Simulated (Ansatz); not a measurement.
# ZrS2 (CdI2 type): equation of state and elastic constants

The task here is to estimate one member of a computed series from the others.

Computed with Ansatz 0.2.0 (DFT PBEsol, scalar-relativistic, plane waves, PAW, unless a step's input says otherwise).

## The starting structure

It takes space group P-3m1 (No. 164, trigonal). The conventional cell has a = 3.627 Å, b = 3.627 Å, c = 5.876 Å, α = 90.00°, β = 90.00°, γ = 120.00°. Around Zr (site symmetry -3m) lie 6 S at 2.55 Å. Around S (site symmetry 3m) lie 3 Zr at 2.55 Å.

Structure file:

```
Zr S
1.0
     3.62727    0.00000    0.00000
    -1.81364    3.14131    0.00000
     0.00000    0.00000    5.87634
Zr S
1 2
Direct
  0.00000 0.00000 0.00000
  0.33333 0.66667 0.24741
  0.66667 0.33333 0.75259
```

This cell comes from an earlier session at PBEsol: 22.319 Å³/atom at -0.03 GPa, on a 10×10×6 mesh.

Volume factors to run: 0.980, 1.020, 0.960, 1.040.

Set-up of the first run:

Input file input.yaml:

```yaml
crystal:
  lattice:
    - [3.6029283024, 0.0, 0.0]
    - [-1.8014641512, 3.1202274378, 0.0]
    - [0.0, 0.0, 5.8368980113]
  atoms:
    - { symbol: Zr, position: [0.0, 0.0, 0.0] }
    - { symbol: S, position: [0.3333333333, 0.6666666667, 0.247406065] }
    - { symbol: S, position: [0.6666666667, 0.3333333333, 0.752593935] }
basis:
  ecutwfc: 420
  ecutrho_ratio: 4
kpoints:
  mp_grid: { grid: [10, 10, 6] }
hamiltonian:
  xc: pbesol
scf:
  occupations: { method: gaussian, width: 0.05 }
output:
  forces: true
  stress: true
  eigenvalues: true
relax:
  f_tol: 0.01
  max_steps: 40
  cell: { stress_tol: 0.1, fix: [volume] }
```

Among the steps run: Scaling the volume by 0.980; At 1.020 of the relaxed volume; Volume × 0.960; Scaling the volume by 1.040.

One of the session's tables, all rows but one given; the rest of the session is left out.

| volume (Å³/atom) | energy (meV/atom) | pressure (GPa) | gap (eV) |
| --- | --- | --- | --- |
| 21.426 | 2.72 | 1.01 | 0.55 |
| 21.873 | ? | ? | ? |
| 22.319 | 0.00 | -0.03 | 0.76 |
| 22.765 | 0.34 | -0.31 | 0.84 |
| 23.212 | 1.31 | -0.49 | 0.90 |

Estimate the missing values for volume (Å³/atom) = 21.873.

Worked estimate for «energy (meV/atom)». A straight line through the neighbours (21.426, 2.72) and (22.319, 0.00) gives 2.72 + (0.00 − 2.72) × (21.873 − 21.426) / (22.319 − 21.426) = 1.36; a parabola fitted to 3 rows on both sides gives 0.79.

As computed: energy (meV/atom): 0.66; pressure (GPa): 0.42; gap (eV): 0.67. In «energy (meV/atom)» the line misses by +0.70 and the parabola by +0.13.

volume (Å³/atom), energy (meV/atom) and a bar:
```
    21.43        2.7 ##############################
    21.87        0.7 #######
    22.32        0.0 
    22.77        0.3 ####
    23.21        1.3 ##############
```
